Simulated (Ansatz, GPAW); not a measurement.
# Ballistic transport through BN in line between two Sn chains, cheap and dear, part 3 of 3

How well does BN in line between two Sn chains conduct at low bias, and how far do basis and functional move the answer?

GPAW 26.7.0 and Ansatz 0.2.0; Ansatz plane waves; Landauer transmission by layers, zero bias (the session's first sound run).

So far, transmission at the Fermi level (one spin): step 2 (plane waves, LDA) 1.44; step 3 (GPAW, dzp, PBE, GPAW) 1.49; step 4 (GPAW, szp: basis = "szp(dzp)", PBE, GPAW) 1.47; step 5 (GPAW, sz: basis = "sz(dzp)", PBE, GPAW) 1.51; step 6 (LDA in the dzp basis: xc = "LDA") 1.51.

### 8. The levels side by side

The curves are compared point by point over the common energies.

This step: comparison of transmission and cost over codes and levels (GPAW 26.7.0).

Ladder, by row:

```
   step    code  T at the Fermi level (sum over the listed spins)  conductance (G0)  r.m.s. T(E) from the first  wall time (s)  peak memory (GiB)  threads
 pw-lda  Ansatz                                             1.445                 -                           0            200              2.267        2
    dzp    GPAW                                             1.486              1.48                     0.03694          123.7               1.47        2
    szp    GPAW                                             1.471             1.464                     0.05026          112.3               1.45        2
     sz    GPAW                                             1.513             1.507                     0.06235          82.92               1.34        2
dzp-LDA    GPAW                                             1.509             1.502                     0.05375          111.9                1.5        2
```

Table of transmission, zone mean, sum over the listed spins by energy, zero at the Fermi level:

```
energy (eV)  pw-lda     dzp     szp      sz  dzp-LDA
      -2.00  0.0595  0.0692  0.0601  0.0604   0.0601
      -1.85  0.0606  0.0695  0.0616  0.0610   0.0605
      -1.70  0.0613  0.0697  0.0626  0.0614   0.0608
      -1.50  0.0621  0.0698  0.0636  0.0620   0.0611
      -1.35  0.0625  0.0699  0.0642  0.0623   0.0614
      -1.20  0.0630  0.0699  0.0647  0.0626   0.0616
      -1.05  0.0634  0.0699  0.0652  0.0628   0.0619
      -0.90  0.0637  0.0699  0.0656  0.0630   0.0621
      -0.70   0.434   0.447   0.330   0.534    0.393
      -0.55   0.735   0.778   0.683   0.785    0.773
      -0.40   0.992    1.02   0.954    1.03     1.04
      -0.25    1.23    1.28    1.23    1.30     1.30
      -0.10    1.40    1.45    1.42    1.48     1.47
       0.00    1.44    1.49    1.47    1.51     1.51
       0.05    1.45    1.48    1.47    1.51     1.51
       0.10    1.44    1.47    1.46    1.50     1.50
       0.25    1.37    1.39    1.39    1.43     1.43
       0.40    1.27    1.29    1.30    1.34     1.33
       0.55    1.19    1.22    1.23    1.27     1.25
       0.70    1.14    1.18    1.18    1.22     1.21
       0.90    1.11    1.15    1.16    1.19     1.18
       1.05    1.11    1.15    1.16    1.17     1.18
       1.20    1.11    1.15    1.17    1.17     1.18
       1.35    1.11    1.15    1.17    1.17     1.17
       1.50    1.09    1.13    1.17    1.17     1.16
       1.70    1.07    1.13    1.16    1.16     1.14
       1.85    1.05    1.11    1.14    1.14     1.12
       2.00    1.02    1.09    1.12    1.12     1.09
```

### 9. SCF mesh 1×1×1

The SCF mesh sets the Fermi level of the repeated cell.

This step: GPAW LCAO, PAW setups; Landauer transmission from Green's functions with principal layers (ASE), zero bias (GPAW 26.7.0).

The input, run.py:

```python
import json
import numpy as np
from ase import Atoms
from ase.transport.calculators import TransportCalculator
from gpaw import GPAW, FermiDirac
from gpaw.lcao.tools import get_lcao_hamiltonian
from scipy.linalg import eigh

# The junction with lead layers at both ends, along the third cell vector
device = Atoms(
    ['Sn', 'Sn', 'Sn', 'Sn', 'Sn', 'B', 'N', 'Sn', 'Sn', 'Sn', 'Sn', 'Sn'],
    positions=[
        [4.50000, 4.50000, 1.37500],
        [4.50000, 4.50000, 4.12500],
        [4.50000, 4.50000, 6.87500],
        [4.50000, 4.50000, 9.62500],
        [4.50000, 4.50000, 12.37500],
        [4.50000, 4.50000, 14.51780],
        [4.50000, 4.50000, 15.79780],
        [4.50000, 4.50000, 17.73560],
        [4.50000, 4.50000, 20.48560],
        [4.50000, 4.50000, 23.23560],
        [4.50000, 4.50000, 25.98560],
        [4.50000, 4.50000, 28.73560]],
    cell=[[9.0, 0.0, 0.0], [0.0, 9.0, 0.0], [0.0, 0.0, 30.1106]],
    pbc=True)

# One principal layer of the lead: the first 3 atoms of the device
lead = Atoms(
    ['Sn', 'Sn', 'Sn'],
    positions=[
        [4.50000, 4.50000, 1.37500],
        [4.50000, 4.50000, 4.12500],
        [4.50000, 4.50000, 6.87500]],
    cell=[[9.0, 0.0, 0.0], [0.0, 9.0, 0.0], [0.0, 0.0, 8.25]],
    pbc=True)

settings = dict(mode='lcao', basis='dzp', xc='PBE', h=0.18,
                occupations=FermiDirac(0.1), maxiter=250,
                mixer=dict(beta=0.1, nmaxold=8, weight=100.0),
                convergence=dict(density=0.0001))
energies = np.arange(-2, 2 + 1e-9, 0.05)
eta = 0.0001
n1, n2 = 1, 1
# k and -k transmit alike, so half of the mesh across the current serves
mesh = [(i, j) for i in range(n1) for j in range(n2) if (i, j) <= (-i % n1, -j % n2)]
weights = np.array([1 if (i, j) == (-i % n1, -j % n2) else 2 for i, j in mesh]) / (n1 * n2)

# [... helper functions left out ...]
fermi_lead = ground_state(lead, (1, 1, 14), 'lead.txt')
fermi_device = ground_state(device, (1, 1, 1), 'device.txt')
# [... loop over the mesh left out, but for ...]
        # Shift the lead onto the potential of the device's first layer
        shift = ((H[:, 0, 0] - H0[:, 0, 0]) / S0[0, 0]).real.mean()
# [...]
kT = 8.617333e-5 * 300
bias = [0.1, 0.2, 0.5, 1.0, 1.5, 2.0]
# [... integrals and printing left out ...]
```

Launch:

```
> OMP_NUM_THREADS=1 OPENBLAS_NUM_THREADS=2 python run.py
```

Log:

```text
basis functions: device 256, principal layer 69
Fermi level: lead -2.9469 eV, device -3.0186 eV; lead shifted by 0.0770 eV
largest coupling past the next layer 3.84e-07 eV, largest misfit of the first layer 0.059 eV
  E-E_F (eV)   T (one spin)  [channel counts left out]
    -2.000    6.9433e-02
    -1.950    6.9619e-02
    -1.900    6.9749e-02
    -1.850    6.9838e-02
    -1.800    6.9898e-02
    -1.750    6.9935e-02
    -1.700    6.9958e-02
    -1.650    6.9971e-02
    -1.600    6.9977e-02
    -1.550    6.9980e-02
    -1.500    6.9981e-02
    -1.450    6.9982e-02
    -1.400    6.9984e-02
    -1.350    6.9987e-02
    -1.300    6.9993e-02
    -1.250    7.0000e-02
[...]
1.650    1.1392e+00
     1.700    1.1336e+00
     1.750    1.1273e+00
     1.800    1.1202e+00
     1.850    1.1124e+00
     1.900    1.1039e+00
     1.950    1.0949e+00
     2.000    1.0851e+00
conductance at 300 K: 1.4236 G0 a cell; thermopower -1.288 uV/K
current from the zero-bias T(E) at 0.1 V: 11.016 uA
current from the zero-bias T(E) at 0.2 V: 21.952 uA
current from the zero-bias T(E) at 0.5 V: 53.503 uA
current from the zero-bias T(E) at 1.0 V: 98.178 uA
current from the zero-bias T(E) at 1.5 V: 129.96 uA
current from the zero-bias T(E) at 2.0 V: 153.85 uA
```

Run time: 1.9 min. Hardware: 2 threads of Intel Xeon Platinum 8259CL at 2.50GHz (Skylake/Cascade Lake), shared host; peak memory 1.5 GiB.

The run finished with changed settings (scf_mesh = [1, 1, 1]); it serves as a test.

Side by side:

```
                                        quantity  this run   sound run  difference
                                conductance (G₀)    1.4236      1.4797     -0.0561
largest misfit of the first principal layer (eV)  0.059148    0.071381     -0.0122
                 shift that aligns the lead (eV)  0.076982  -0.0066887      0.0837
      transmission at the Fermi level (one spin)    1.4291      1.4864     -0.0573
```

One result that differs is the shift that aligns the lead, 0.0770 eV against -0.00669 eV.

### 10. What came out

```yaml
conductance: 1.48 G₀
transmission_at_the_fermi_level_mean_of_the_spins: 1.49
thermopower: about 0 (under 1.5 μV/K)
```

What this shows: In the dzp basis the junction conducts 1.48 G₀ at 300 K, with T = 1.49 a spin at the Fermi level; the sz basis reaches that conductance within 10 %. Plane waves (LDA) give T = 1.44 there. At the Fermi level the three most open eigenchannels pass 0.71, 0.71 and 0.068. Measured against the first run (pw-lda), the nearest curve is that of dzp (r.m.s. 0.037) and the farthest that of sz (0.062). Over the compared runs wall time goes from 83 s (sz) to 200 s (pw-lda), on a shared host. The geometry was built from estimated bond lengths and not relaxed, so the numbers describe this model structure. Spin-orbit coupling is left out, which matters for the heavy atoms here. An evenly spaced straight chain is an idealisation: free chains tend to dimerise, zigzag or, where a band edge lies near the Fermi level, turn magnetic. The currents use the zero-bias T(E) throughout, which holds only while the bias is small against the distance to the nearest feature. The energy step is wider than the thermal energy, so the conductance and thermopower rest on interpolation of T(E).

[Logs are printed without paths, hosts, clocks, repeated set-up lines and the standing remarks that a program may print on its own settings, such as how far it seeks lower states.]

[Hosts, paths, dates, database ids (printed as entryN), source tags and the programs' standing remarks are cut or masked in the printed files.]
